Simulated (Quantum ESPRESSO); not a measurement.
# SrO (Fm-3m) in Quantum ESPRESSO: reference runs

Aim: a first look at SrO with PBE, on the cell as given and on a disturbed one, then over a range of volumes.

Program: Quantum ESPRESSO 7.5. These are calculated values, not measurements. Logs are shortened: lines on timing, memory, paths and dates and some standing lists are left out, and cuts for length are marked.

### 1 The crystal as given

It takes space group Fm-3m (No. 225, cubic). Conventional cell: a = 5.133 Å, b = 5.133 Å, c = 5.133 Å, α = 90.00°, β = 90.00°, γ = 90.00°. Sr (site symmetry m-3m) is surrounded by 6 O at 2.57 Å. Around O (site symmetry m-3m) lie 6 Sr at 2.57 Å.

### 2 Single point, PBE

Input file pw.in:

```
&CONTROL
  calculation = 'scf'
  prefix = 'pwscf'
  outdir = './tmp'
  pseudo_dir = './pseudo'
  tprnfor = .true.
  tstress = .true.
  disk_io = 'nowf'
/
&SYSTEM
  ibrav = 0
  nat = 2
  ntyp = 2
  ecutwfc = 55
  ecutrho = 440
  nbnd = 14
  occupations = 'smearing'
  smearing = 'fd'
  degauss = 0.00367493
/
&ELECTRONS
  conv_thr = 4d-10
  electron_maxstep = 120
  mixing_beta = 0.5
/
ATOMIC_SPECIES
Sr    87.6200 Sr_pbe_v1.uspp.F.UPF
O     15.9990 O.pbe-n-kjpaw_psl.0.1.UPF
CELL_PARAMETERS angstrom
   0.0000000000    2.5663000000    2.5663000000
   2.5663000000    0.0000000000    2.5663000000
   2.5663000000    2.5663000000    0.0000000000
ATOMIC_POSITIONS crystal
Sr     0.5000000000    0.5000000000    0.5000000000
O      0.0000000000    0.0000000000    0.0000000000
K_POINTS automatic
9 9 9 0 0 0
```

Potentials or basis: SSSP 1.3 efficiency PBE.

Run with:

```
$ OMP_NUM_THREADS=1 pw.x -in pw.in > pw.out
```

pw.out:

```text
This program is part of the open-source Quantum ESPRESSO suite
     for quantum simulation of materials; please cite
         "P. Giannozzi et al., J. Phys.:Condens. Matter 21 395502 (2009);
         "P. Giannozzi et al., J. Phys.:Condens. Matter 29 465901 (2017);
         "P. Giannozzi et al., J. Chem. Phys. 152 154105 (2020);
     in publications or presentations arising from this work. More details at

     file O.pbe-n-kjpaw_psl.0.1.UPF: wavefunction(s)  2P renormalized
     Message from routine setup:
     using ibrav=0 with symmetry is DISCOURAGED, use correct ibrav instead

     G-vector sticks info
     --------------------
     sticks:   dense  smooth     PW     G-vecs:    dense   smooth      PW
     Sum        1417     721    211                35629    12627    2109

     Using Slab Decomposition

     bravais-lattice index     =            0
     lattice parameter (alat)  =       6.8584  a.u.
     unit-cell volume          =     228.1124 (a.u.)^3
     number of atoms/cell      =            2
     number of atomic types    =            2
     number of electrons       =        16.00
     number of Kohn-Sham states=           14
     kinetic-energy cutoff     =      55.0000  Ry
     charge density cutoff     =     440.0000  Ry
     scf convergence threshold =      4.0E-10
     mixing beta               =       0.5000
     number of iterations used =            8  plain     mixing
     Exchange-correlation= SLA  PW   PBX  PBC
                           (   1   4   3   4   0   0   0)

     celldm(1)=   6.858376  celldm(2)=   0.000000  celldm(3)=   0.000000
     celldm(4)=   0.000000  celldm(5)=   0.000000  celldm(6)=   0.000000

     crystal axes: (cart. coord. in units of alat)
               a(1) = (   0.000000   0.707107   0.707107 )
               a(2) = (   0.707107   0.000000   0.707107 )
               a(3) = (   0.707107   0.707107   0.000000 )

     reciprocal axes: (cart. coord. in units 2 pi/alat)
               b(1) = ( -0.707107  0.707107  0.707107 )
               b(2) = (  0.707107 -0.707107  0.707107 )
               b(3) = (  0.707107  0.707107 -0.707107 )

     PseudoPot. # 1 for Sr read from file:
     Sr_pbe_v1.uspp.F.UPF
     Pseudo is Ultrasoft + core correction, Zval = 10.0
     Generated by new atomic code, or converted to UPF format
     Using radial grid of  883 points,  6 beta functions with:
                l(1) =   0
                l(2) =   0
                l(3) =   1
                l(4) =   1
                l(5) =   2
                l(6) =   2
     Q(r) pseudized with  6 coefficients,  rinner =    1.400   1.400   1.400
                                                       1.400   1.400

     PseudoPot. # 2 for O  read from file:
     O.pbe-n-kjpaw_psl.0.1.UPF
     Pseudo is Projector augmented-wave + core cor, Zval =  6.0
     Generated using "atomic" code by A. Dal Corso  v.5.0.99 svn rev. 10869
     Shape of augmentation charge: BESSEL
     Using radial grid of 1095 points,  4 beta functions with:
                l(1) =   0
                l(2) =   0
                l(3) =   1
                l(4) =   1
     Q(r) pseudized with 0 coefficients

     atomic species   valence    mass     pseudopotential
     Sr               10.00    87.62000     Sr( 1.00)
     O                 6.00    15.99900     O ( 1.00)

     48 Sym. Ops., with inversion, found

   Cartesian axes

     site n.     atom                  positions (alat units)
         1        Sr     tau(   1) = (   0.7071068   0.7071068   0.7071068  )
         2        O      tau(   2) = (   0.0000000   0.0000000   0.0000000  )

     number of k points=    35  Fermi-Dirac smearing, width (Ry)=  0.0037
                       cart. coord. in units 2pi/alat
        k(    1) = (   0.0000000   0.0000000   0.0000000), wk =   0.0027435
        k(    2) = (   0.0785674   0.0785674  -0.0785674), wk =   0.0219479
        k(    3) = (   0.1571348   0.1571348  -0.1571348), wk =   0.0219479
        k(    4) = (   0.2357023   0.2357023  -0.2357023), wk =   0.0219479
        k(    5) = (   0.3142697   0.3142697  -0.3142697), wk =   0.0219479
        k(    6) = (   0.1571348   0.0000000  -0.0000000), wk =   0.0164609
[... 27 lines left out ...]
        k(   34) = (  -0.0000000  -0.4714045   0.6285394), wk =   0.0658436
        k(   35) = (  -0.0785674  -0.3928371   0.7071068), wk =   0.0658436

     Dense  grid:    35629 G-vectors     FFT dimensions: (  45,  45,  45)

     Smooth grid:    12627 G-vectors     FFT dimensions: (  36,  36,  36)

     Check: negative core charge=   -0.000001

     Initial potential from superposition of free atoms

     starting charge      15.9663, renormalised to      16.0000

     negative rho (up, down):  6.250E-02 0.000E+00
     Starting wfcs are   17 randomized atomic wfcs

     Self-consistent Calculation

     iteration #  1     ecut=    55.00 Ry     beta= 0.50
     Davidson diagonalization with overlap
[... 36 lines left out ...]
     ethr =  8.64E-05,  avg # of iterations =  2.0

     negative rho (up, down):  6.553E-02 0.000E+00

     total energy              =    -112.06701190 Ry
     estimated scf accuracy    <       0.00406444 Ry
[... 37 lines left out ...]
     iteration # 10     ecut=    55.00 Ry     beta= 0.50
     Davidson diagonalization with overlap
     ethr =  1.29E-09,  avg # of iterations =  1.9

     negative rho (up, down):  6.534E-02 0.000E+00

     total energy              =    -112.06784196 Ry
     estimated scf accuracy    <       0.00000001 Ry

     iteration # 11     ecut=    55.00 Ry     beta= 0.50
     Davidson diagonalization with overlap
     ethr =  7.14E-11,  avg # of iterations =  3.4

     negative rho (up, down):  6.534E-02 0.000E+00

     total energy              =    -112.06784197 Ry
     estimated scf accuracy    <          9.7E-10 Ry

     iteration # 12     ecut=    55.00 Ry     beta= 0.50
     Davidson diagonalization with overlap
     ethr =  6.04E-12,  avg # of iterations =  3.1

     negative rho (up, down):  6.534E-02 0.000E+00

     total energy              =    -112.06784196 Ry
     estimated scf accuracy    <       0.00000002 Ry

     iteration # 13     ecut=    55.00 Ry     beta= 0.50
     Davidson diagonalization with overlap
     ethr =  6.04E-12,  avg # of iterations =  3.0

     negative rho (up, down):  6.535E-02 0.000E+00

     End of self-consistent calculation

          k = 0.0000 0.0000 0.0000 (  1591 PWs)   bands (ev):

   -24.1718  -6.9463  -5.8044  -5.8044  -5.8044   8.1237   8.1237   8.1237
    12.1712  14.3983  14.3983  14.3983  16.5810  16.5810

          k = 0.0786 0.0786-0.0786 (  1543 PWs)   bands (ev):

   -24.1556  -7.2429  -5.8142  -5.8142  -5.5483   7.7586   7.9682   7.9682
    12.7349  14.2610  14.6396  14.6396  16.9060  16.9060

          k = 0.1571 0.1571-0.1571 (  1555 PWs)   bands (ev):

   -24.1139  -7.7535  -5.8390  -5.8390  -5.1409   7.0380   7.6093   7.6093
    13.9888  14.1930  15.3128  15.3128  17.7472  17.7472

          k = 0.2357 0.2357-0.2357 (  1591 PWs)   bands (ev):

   -24.0660  -8.1868  -5.8668  -5.8668  -4.8255   6.3898   7.2481   7.2481
    14.3631  15.4549  16.2272  16.2272  18.8457  18.8457

          k = 0.3143 0.3143-0.3143 (  1568 PWs)   bands (ev):

   -24.0343  -8.4293  -5.8846  -5.8846  -4.6600   6.0206   7.0332   7.0332
    14.6825  16.4430  16.9465  16.9465  19.9210  19.9210

          k = 0.1571 0.0000-0.0000 (  1547 PWs)   bands (ev):

   -24.1502  -7.2813  -5.8490  -5.8490  -5.4747   7.4852   8.0688   8.0688
    12.8073  13.8279  14.9206  14.9206  16.7490  17.2455

          k = 0.2357 0.0786-0.0786 (  1562 PWs)   bands (ev):

   -24.1172  -7.6250  -5.8927  -5.8728  -5.2227   7.0061   7.8109   7.8909
    13.5422  13.6776  15.4919  15.6025  17.2290  17.9910

          k = 0.3143 0.1571-0.1571 (  1573 PWs)   bands (ev):

   -24.0716  -8.0170  -5.9249  -5.9033  -4.9795   6.5878   7.3793   7.5530
    13.7365  14.8967  16.2651  16.4787  18.2366  18.8527

          k = 0.3928 0.2357-0.2357 (  1567 PWs)   bands (ev):

   -24.0345  -8.2914  -5.9523  -5.9308  -4.8145   6.2836   7.1170   7.2336
    14.3060  15.6553  17.1339  17.2228  19.4971  19.7271

          k =-0.2357-0.3928 0.3928 (  1559 PWs)   bands (ev):
[... 99 lines left out ...]
          k =-0.1571-0.4714 0.6285 (  1574 PWs)   bands (ev):

   -24.0038  -7.8490  -6.3104  -6.1755  -5.2756   7.0090   7.4188   7.6960
    13.1225  15.6271  17.0481  18.2830  19.2471  20.9058

          k =-0.0786-0.3928 0.5500 (  1568 PWs)   bands (ev):

   -23.9979  -7.9191  -6.4079  -6.1338  -5.1449   6.8152   7.4188   7.5927
    14.1211  14.8305  17.1902  18.1783  19.6248  21.0664

          k =-0.0000-0.3143 0.4714 (  1573 PWs)   bands (ev):

   -24.0132  -8.0056  -6.3217  -6.0245  -5.0516   6.6628   7.2240   7.7139
    14.0005  15.0770  17.0124  17.4972  19.4571  21.0515

          k =-0.0786-0.5500 0.7071 (  1578 PWs)   bands (ev):

   -23.9930  -7.4464  -6.5503  -6.2411  -5.6616   7.5199   7.6576   7.9046
    12.1449  16.1995  16.9970  18.7556  19.1196  20.5762

          k =-0.0000-0.4714 0.6285 (  1587 PWs)   bands (ev):

   -23.9888  -7.5835  -6.6226  -6.2501  -5.3964   7.1998   7.6909   7.7160
    12.9405  15.7336  16.7911  18.9931  19.2573  21.0782

          k =-0.0786-0.3928 0.7071 (  1574 PWs)   bands (ev):

   -23.9903  -7.6889  -6.4317  -6.4234  -5.2381   6.9973   7.6076   7.7322
    13.7362  14.7552  16.8829  19.0587  19.5000  20.9999

     the Fermi energy is    10.1892 ev

!    total energy              =    -112.06784197 Ry
     estimated scf accuracy    <          1.2E-11 Ry
     smearing contrib. (-TS)   =      -0.00000000 Ry
     internal energy E=F+TS    =    -112.06784197 Ry

     The total energy is F=E-TS. E is the sum of the following terms:
     one-electron contribution =     -15.53121441 Ry
     hartree contribution      =      16.64384622 Ry
     xc contribution           =     -25.89441009 Ry
     ewald contribution        =     -77.77018127 Ry
     one-center paw contrib.   =      -9.51588241 Ry

     convergence has been achieved in  13 iterations

     negative rho (up, down):  6.535E-02 0.000E+00

     Forces acting on atoms (cartesian axes, Ry/au):

     atom    1 type  1   force =     0.00000000   -0.00000000   -0.00000000
     atom    2 type  2   force =    -0.00000000   -0.00000000    0.00000000

     Total force =     0.000000     Total SCF correction =     0.000000

     Computing stress (Cartesian axis) and pressure

     negative rho (up, down):  6.535E-02 0.000E+00
          total   stress  (Ry/bohr**3)                   (kbar)     P=       32.40
   0.00022026  -0.00000000  -0.00000000           32.40       -0.00       -0.00
  -0.00000000   0.00022026  -0.00000000           -0.00       32.40       -0.00
  -0.00000000  -0.00000000   0.00022026           -0.00       -0.00       32.40

=------------------------------------------------------------------------------=
   JOB DONE.
=------------------------------------------------------------------------------=
```

It took 20 s on 1 thread of Arm Neoverse V2, shared host; peak memory 0.17 GiB.

Results:

| Property | Result |
| --- | --- |
| Free energy | -1524.7607 eV |
| Pressure | 3.2 GPa |
| Band gap on the k mesh | 3.37 eV, indirect (least direct gap 3.45 eV) |

Levels at points of the mesh, in eV from the valence-band top:
| k point | band 5 | band 6 | band 7 | band 8 | band 9 | band 10 | band 11 | band 12 |
| --- | --- | --- | --- | --- | --- | --- | --- | --- |
| (0.00, 0.00, 0.00) | -13.93 | 0.00 | 0.00 | 0.00 | 4.05 | 6.27 | 6.27 | 6.27 |

Caveat: an odd mesh through Γ misses points on the zone boundary, where band edges often lie.

### 3 Single point, PBE (atoms moved at random, drawn with an rms of 0.05 Å)

Edit pw.in of step 2 so:

```diff
@@ -33,4 +33,4 @@
 ATOMIC_POSITIONS crystal
-Sr     0.5000000000    0.5000000000    0.5000000000
-O      0.0000000000    0.0000000000    0.0000000000
+Sr     0.4980420000    0.4967900000    0.5061100000
+O      0.0223730000   -0.0020820000   -0.0049030000
 K_POINTS automatic
```

Potentials or basis: SSSP 1.3 efficiency PBE.

Run with:

```
$ OMP_NUM_THREADS=1 pw.x -in pw.in > pw.out
```

It took 2.5 min on 1 thread of Arm Neoverse V2, shared host; peak memory 0.28 GiB.

Results (log left out):

```yaml
Free_energy: -1524.7539 eV
Pressure: 3.4 GPa
Largest_force: 0.176 eV/Å
Band_gap_on_the_k_mesh: 3.40 eV, indirect (least direct gap 3.47 eV)
```

Forces in eV/Å, atoms in the order of the input:
```
Sr  -0.056  0.076  0.149
O    0.056 -0.076 -0.149
```

Stress tensor (GPa, compression positive):
```
 3.24  0.01  0.03
 0.01  3.30 -0.04
 0.03 -0.04  3.65
```

Levels at points of the mesh, in eV from the valence-band top:
```tsv
k point	band 6	band 7	band 8	band 9	band 10	band 11
(0.00, 0.00, 0.00)	0.00	0.00	0.00	4.06	6.29	6.31
```

Caveat: an odd mesh through Γ misses points on the zone boundary, where band edges often lie.

### 4 Single point, PBE, 15.89 Å³/atom

Edit pw.in of step 3 so:

```diff
@@ -29,8 +29,8 @@
 CELL_PARAMETERS angstrom
-   0.0000000000    2.5663000000    2.5663000000
-   2.5663000000    0.0000000000    2.5663000000
-   2.5663000000    2.5663000000    0.0000000000
+   0.0000000000    2.5139118308    2.5139118308
+   2.5139118308    0.0000000000    2.5139118308
+   2.5139118308    2.5139118308    0.0000000000
 ATOMIC_POSITIONS crystal
-Sr     0.4980420000    0.4967900000    0.5061100000
-O      0.0223730000   -0.0020820000   -0.0049030000
+Sr     0.5000000000    0.5000000000    0.5000000000
+O      0.0000000000    0.0000000000    0.0000000000
 K_POINTS automatic
```

Run with:

```
$ OMP_NUM_THREADS=1 pw.x -in pw.in > pw.out
```

Wall time 13 s (1 thread of Arm Neoverse V2, shared host); peak memory 0.16 GiB.

Results (log left out):

```yaml
Free_energy: -1524.6763 eV
Pressure: 10.3 GPa
Band_gap_on_the_k_mesh: 3.33 eV, indirect (least direct gap 3.37 eV)
```

Caveat: an odd mesh through Γ misses points on the zone boundary, where band edges often lie.

### 5 Single point, PBE, 16.23 Å³/atom

Edit pw.in of step 4 so:

```diff
@@ -29,5 +29,5 @@
 CELL_PARAMETERS angstrom
-   0.0000000000    2.5139118308    2.5139118308
-   2.5139118308    0.0000000000    2.5139118308
-   2.5139118308    2.5139118308    0.0000000000
+   0.0000000000    2.5316160185    2.5316160185
+   2.5316160185    0.0000000000    2.5316160185
+   2.5316160185    2.5316160185    0.0000000000
 ATOMIC_POSITIONS crystal
```

Run with:

```
$ OMP_NUM_THREADS=1 pw.x -in pw.in > pw.out
```

Run time: 14 s. Hardware: 1 thread of Arm Neoverse V2, shared host; peak memory 0.17 GiB.

Results (log left out):

```
Free energy            : -1524.7145 eV
Pressure               : 7.7 GPa
Band gap on the k mesh : 3.35 eV, indirect (least direct gap 3.40 eV)
```

Caveat: an odd mesh through Γ misses points on the zone boundary, where band edges often lie.

### 6 Single point, PBE, 16.56 Å³/atom

Edit pw.in of step 5 so:

```diff
@@ -29,5 +29,5 @@
 CELL_PARAMETERS angstrom
-   0.0000000000    2.5316160185    2.5316160185
-   2.5316160185    0.0000000000    2.5316160185
-   2.5316160185    2.5316160185    0.0000000000
+   0.0000000000    2.5490759911    2.5490759911
+   2.5490759911    0.0000000000    2.5490759911
+   2.5490759911    2.5490759911    0.0000000000
 ATOMIC_POSITIONS crystal
```

Potentials or basis: SSSP 1.3 efficiency PBE.

Run with:

```
$ OMP_NUM_THREADS=1 pw.x -in pw.in > pw.out
```

Wall time 20 s (1 thread of Arm Neoverse V2, shared host); peak memory 0.17 GiB.

Results (log left out):

```
Free energy            : -1524.7422 eV
Pressure               : 5.3 GPa
Band gap on the k mesh : 3.36 eV, indirect (least direct gap 3.43 eV)
```

Caveat: an odd mesh through Γ misses points on the zone boundary, where band edges often lie.

### 7 Single point, PBE, 16.90 Å³/atom

Edit pw.in of step 6 so:

```diff
@@ -29,5 +29,5 @@
 CELL_PARAMETERS angstrom
-   0.0000000000    2.5490759911    2.5490759911
-   2.5490759911    0.0000000000    2.5490759911
-   2.5490759911    2.5490759911    0.0000000000
+   0.0000000000    2.5663000000    2.5663000000
+   2.5663000000    0.0000000000    2.5663000000
+   2.5663000000    2.5663000000    0.0000000000
 ATOMIC_POSITIONS crystal
```

Run with:

```
$ OMP_NUM_THREADS=1 pw.x -in pw.in > pw.out
```

Wall time 19 s (1 thread of Arm Neoverse V2, shared host); peak memory 0.17 GiB.

Results (log left out):

| Property | Result |
| --- | --- |
| Free energy | -1524.7607 eV |
| Pressure | 3.2 GPa |
| Band gap on the k mesh | 3.37 eV, indirect (least direct gap 3.45 eV) |

Caveat: an odd mesh through Γ misses points on the zone boundary, where band edges often lie.

### 8 Single point, PBE, 17.24 Å³/atom

Edit pw.in of step 7 so:

```diff
@@ -29,5 +29,5 @@
 CELL_PARAMETERS angstrom
-   0.0000000000    2.5663000000    2.5663000000
-   2.5663000000    0.0000000000    2.5663000000
-   2.5663000000    2.5663000000    0.0000000000
+   0.0000000000    2.5832958595    2.5832958595
+   2.5832958595    0.0000000000    2.5832958595
+   2.5832958595    2.5832958595    0.0000000000
 ATOMIC_POSITIONS crystal
```

Run with:

```
$ OMP_NUM_THREADS=1 pw.x -in pw.in > pw.out
```

Wall time 22 s (1 thread of Arm Neoverse V2, shared host); peak memory 0.18 GiB.

It converged, with:

- Free energy: -1524.7707 eV
- Pressure: 1.4 GPa
- Band gap on the k mesh: 3.38 eV, indirect (least direct gap 3.47 eV)

Caveat: an odd mesh through Γ misses points on the zone boundary, where band edges often lie.

### 9 Single point, PBE, 17.58 Å³/atom

Edit pw.in of step 8 so:

```diff
@@ -29,5 +29,5 @@
 CELL_PARAMETERS angstrom
-   0.0000000000    2.5832958595    2.5832958595
-   2.5832958595    0.0000000000    2.5832958595
-   2.5832958595    2.5832958595    0.0000000000
+   0.0000000000    2.6000709780    2.6000709780
+   2.6000709780    0.0000000000    2.6000709780
+   2.6000709780    2.6000709780    0.0000000000
 ATOMIC_POSITIONS crystal
```

Potentials or basis: SSSP 1.3 efficiency PBE.

Run with:

```
$ OMP_NUM_THREADS=1 pw.x -in pw.in > pw.out
```

It took 20 s on 1 thread of Arm Neoverse V2, shared host; peak memory 0.18 GiB.

Results (log left out):

```yaml
Free_energy: -1524.7732 eV
Pressure: -0.3 GPa
Band_gap_on_the_k_mesh: 3.38 eV, indirect (least direct gap 3.49 eV)
```

Caveat: an odd mesh through Γ misses points on the zone boundary, where band edges often lie.

### 10 Single point, PBE, 17.92 Å³/atom

Edit pw.in of step 9 so:

```diff
@@ -29,5 +29,5 @@
 CELL_PARAMETERS angstrom
-   0.0000000000    2.6000709780    2.6000709780
-   2.6000709780    0.0000000000    2.6000709780
-   2.6000709780    2.6000709780    0.0000000000
+   0.0000000000    2.6166323862    2.6166323862
+   2.6166323862    0.0000000000    2.6166323862
+   2.6166323862    2.6166323862    0.0000000000
 ATOMIC_POSITIONS crystal
```

Run with:

```
$ OMP_NUM_THREADS=1 pw.x -in pw.in > pw.out
```

It took 21 s on 1 thread of Arm Neoverse V2, shared host; peak memory 0.18 GiB.

Results (log left out):

```
Free energy            : -1524.7690 eV
Pressure               : -1.9 GPa
Band gap on the k mesh : 3.39 eV, indirect (least direct gap 3.50 eV)
```

Caveat: an odd mesh through Γ misses points on the zone boundary, where band edges often lie.

### 11 Equation of state, PBE

Potentials or basis: SSSP 1.3 efficiency PBE.

No new run: the results of the series are fitted here.

Results:

```yaml
Equilibrium_volume: 17.53 Å³/atom
Bulk_modulus: 84 GPa
Pressure_derivative_of_the_bulk_modulus: 4.5
```

Energy against volume, from the lowest point:
```tsv
volume (Å³/atom)	energy (meV/atom)
15.887	48.47
16.225	29.39
16.563	15.51
16.901	6.29
17.239	1.25
17.577	0.00
17.915	2.12
```

PBE usually gives volumes a little too large and moduli too small. Zero-point motion and thermal expansion aren't in these numbers.

### 12 The runs side by side

| task | cell | gap on the mesh (eV) | pressure (GPa) |
| --- | --- | --- | --- |
| single point | as given | 3.37 | 3.2 |
| single point | atoms moved at random, drawn with an rms of 0.05 Å | 3.40 | 3.4 |
| equation of state | as given | - | - |

Alike in all rows: level PBE; potentials or basis SSSP 1.3 efficiency PBE; no spin polarisation; k mesh 9 × 9 × 9; cutoff (eV) 748; smearing fermi-dirac 0.05 eV.

Caveats: an odd mesh through Γ misses points on the zone boundary, where band edges often lie (some runs).

Absolute energies hang on the potentials; compare differences alone.
